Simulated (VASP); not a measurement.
Input of a VASP 6.6.1 run:

File INCAR:

```
  PREC = Accurate
  ENCUT = 520
  EDIFF = 1E-6
  ISMEAR = 0
  SIGMA = 0.1
  LREAL = False
  LASPH = True
  NELM = 100
  ALGO = Fast
  ISIF = 2
  LWAVE = False
  LCHARG = False
  GGA = PE
  NBANDS = 38
```

KPOINTS

```
regular mesh
0
Gamma
  9 9 6
```

POSCAR

```
TaSi2
1.0
    4.6480933018      0.0000000000      0.0000000000
   -2.3240466509      4.0253668785      0.0000000000
    0.0000000000      0.0000000000      6.4439514422
Ta Si
3 6
Direct
    0.5000000000      0.0000000000      0.0000000000
    0.5000000000      0.5000000000      0.6666666667
    0.0000000000      0.5000000000      0.3333333333
    0.1592020033      0.3184040066      0.0000000000
    0.8407979967      0.1592020033      0.6666666667
    0.6815959934      0.8407979967      0.3333333333
    0.8407979967      0.6815959934      0.0000000000
    0.1592020033      0.8407979967      0.6666666667
    0.3184040066      0.1592020033      0.3333333333
```

Potentials or basis: VASP PAW PBE potentials, release 64 (Ta_pv, Si).

Run with:

```sh
$ cat potpaw_PBE.64/Ta_pv/POTCAR potpaw_PBE.64/Si/POTCAR > POTCAR
$ mpirun -np 1 vasp_std > vasp.out
```

Question: What does it give for the largest force?

Answer: 0.004 eV/Å.

Question: What does it give for the band gap on the k mesh?

Answer: None (metal or under the smearing width).

Forces on the atoms (eV/Å):
```
Ta   0.000  0.000  0.000
Ta   0.000  0.000  0.000
Ta   0.000  0.000  0.000
Si   0.000 -0.004  0.000
Si   0.004 -0.002  0.000
Si   0.004  0.002  0.000
Si   0.000  0.004  0.000
Si  -0.004  0.002  0.000
Si  -0.004 -0.002  0.000
```

 The run has no spin-orbit coupling, so splittings on Ta are missing.
